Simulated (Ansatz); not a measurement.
## Te₂Mo: a vibration from a frozen displacement

Method: DFT LDA, scalar-relativistic, plane waves, PAW in Ansatz. The runs took a 420 eV cutoff, a Γ-centred 12×12×2 mesh and Gaussian smearing (0.05 eV). Spin–orbit coupling is left out, which matters for the heavy elements here. No spin polarisation. Energies are free energies at this smearing, counted from the undisturbed cell; pressure is positive in compression.

Zero of the scan (relaxed at this level; this form isn't the usual structure):

```xyz
3
Lattice="3.4665 0.0000 0.0000 -1.7333 3.0021 0.0000 0.0000 0.0000 17.5198" Properties=species:S:1:pos:R:3 pbc="T T T"
Te    0.0000    2.0014   15.7246
Te    0.0000    2.0014    1.7952
Mo   -1.7333    3.0021    0.0000
```

The cell holds layers and no dispersion correction was added, so their binding is poorly described.

Atom 3 (Mo) is moved by x along the Cartesian unit vector (0.000, 0.000, 1.000); the cell and all other atoms stay fixed. The cell's volume is 182.33 Å³; the moved atoms weigh 95.950 u together and the others 255.200 u. Some rows repeat others by symmetry and weren't run.

| x (Å) | ΔE (meV/cell) | total force on the moved atoms along the move (eV/Å) | pressure (GPa) |
| --- | --- | --- | --- |
| -0.1000 | 115.23 | 2.3071 | 0.2513 |
| -0.0900 | 93.32 | 2.0757 | 0.2027 |
| -0.0800 | 73.72 | 1.8444 | 0.1592 |
| -0.0700 | 56.43 | 1.6133 | 0.1208 |
| -0.0600 | 41.45 | 1.3824 | 0.0875 |
| -0.0500 | 28.78 | 1.1517 | 0.0593 |
| -0.0400 | 18.42 | 0.9212 | 0.0362 |
| -0.0300 | 10.36 | 0.6907 | 0.0184 |
| -0.0200 | 4.60 | 0.4604 | 0.0056 |
| 0.0000 | 0.00 | 0.0000 | -0.0047 |
| 0.0200 | 4.60 | -0.4604 | 0.0056 |
| 0.0300 | 10.36 | -0.6907 | 0.0184 |
| 0.0400 | 18.42 | -0.9212 | 0.0362 |
| 0.0500 | 28.78 | -1.1517 | 0.0593 |
| 0.0600 | 41.45 | -1.3824 | 0.0875 |
| 0.0700 | 56.43 | -1.6133 | 0.1208 |
| 0.0800 | 73.72 | -1.8444 | 0.1592 |
| 0.0900 | 93.32 | -2.0757 | 0.2027 |
| 0.1000 | 115.23 | -2.3071 | 0.2513 |

Question: What frequency belongs to this motion?

Answer: The force constant is k = −dF/dx = 23.020 eV/Å², from the parabola through x = -0.0200, 0 and 0.0200. In every cell the moved atoms swing against the rest, so the mass is μ = m₁m₂/(m₁ + m₂) = 69.732 u, and ν̃ = 521.5 cm⁻¹ × √(|k|/μ) = 300 cm⁻¹. To first order in x, and within 1 %, the force on every atom lies along the move and, within each of the two groups, in proportion to the atom's mass, so this is itself a mode at the zone centre of this cell, taken without macroscopic field (the transverse frequency in a polar insulator).

Question: How far does the harmonic law reach?

Answer: At x = -0.100 Å, kx²/2 = 115.10 meV against the computed 115.23 meV (+0.1 %): the well is still close to harmonic there.

Question: The pressure changes with x². What does that say about the frequency under compression?

Answer: With E = k(V)x²/2, k ∝ V^(−2γ) and x scaling with the cell as V^(1/3), P − P0 = −∂E/∂V = (2γ − 2/3) ΔE/V. At x = 0.0300 Å, V(P − P0) = 182.33 × 0.02309 / 160.2 eV = 26.28 meV and ΔE = 10.36 meV, so γ = 1/3 + V(P − P0)/(2ΔE) = 1.60. This is the Grüneisen parameter of the motion under uniform scaling of the cell: shrinking the cell evenly by 1 % in volume raises the frequency by about 1.60 %.

Cost: 10 runs of about 5.5 core-minutes in all, on AMD EPYC (Zen 3) (shared hosts).

The displacement drives Mo out of its plane against two Te sheets that move together, the polar, infrared-active stretch of a trigonal-prismatic layer. Its restoring force comes from the covalent Mo 4d–Te 5p bonds: those on one side shorten while those on the other lengthen. Because the Te atoms lie mirror-symmetrically about the Mo plane, the odd anharmonic terms of the two sides cancel. The well therefore stays nearly parabolic even though each single bond is anharmonic, and the small excess over the harmonic energy is what an even, hardening term would give.

The wide gap between layers means that 300 cm⁻¹ is essentially a property of the single layer, so weak interlayer binding should matter little for it. The Grüneisen parameter of 1.60 likewise probably reflects the stiffening of Mo–Te bonds as they shorten. It shouldn't be carried over to hydrostatic compression of a layered crystal, where the soft gap between layers takes up much of the volume change and the bonds shorten far less than under even scaling.
